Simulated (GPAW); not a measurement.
A run of GPAW 26.7.0:

Contents of run.py:

```python
from ase import Atoms
from ase.dft.bandgap import bandgap
from ase.io import write
from ase.units import Bohr, GPa
from gpaw import GPAW, PW, setup_paths
from gpaw.elf import elf_from_dft_calculation

setup_paths.insert(0, '.')

atoms = Atoms(['W', 'C'],
              cell=[[0.0, 2.192684, 2.192684],
                    [2.192684, 0.0, 2.192684],
                    [2.192684, 2.192684, 0.0]],
              scaled_positions=[[0.0, 0.0, 0.0],
                                [0.5, 0.5, 0.5]],
              pbc=True)

calc = GPAW(mode=PW(800),
            xc='PBEsol',
            kpts={'size': (10, 10, 10), 'gamma': True},
            occupations={'name': 'fermi-dirac', 'width': 0.05},
            nbands=19,
            convergence={'density': 1e-05, 'energy': 1e-05},
            maxiter=150,
            txt='gpaw.txt')
atoms.calc = calc
energy = atoms.get_potential_energy()
forces = atoms.get_forces()
stress = atoms.get_stress()
calc.write('gs.gpw')
write('result.traj', atoms)
print(f'Energy: {energy:.6f} eV')
print('Forces (eV/A):')
print(forces.round(4))
print('Stress (GPa):', (stress / GPa).round(3))
print('Fermi level:', round(calc.get_fermi_level(), 4), 'eV')
print(f'Gap: {bandgap(calc)[0]:.4f} eV, direct: {bandgap(calc, direct=True)[0]:.4f} eV')

# fields on the real-space grid
write('density.cube', atoms, data=calc.get_pseudo_density() * Bohr**3)
write('potential.cube', atoms, data=calc.get_electrostatic_potential())
write('elf.cube', atoms, data=elf_from_dft_calculation(calc).data)
```

Potentials or basis: PAW data sets generated in the run's folder for this functional, pw.

Command:

```bash
$ gpaw-setup -f PBEsol C W
$ OMP_NUM_THREADS=1 python run.py
```

Hardware: 1 thread of Arm Neoverse V1 (shared host).

Problem. How long does it take, and how much memory?

Solution. It took 31 s on 1 thread of Arm Neoverse V1 (shared host), peak memory 0.16 GiB. Counts: scf iterations 9, plane waves 1106, bands 19, k points 47.
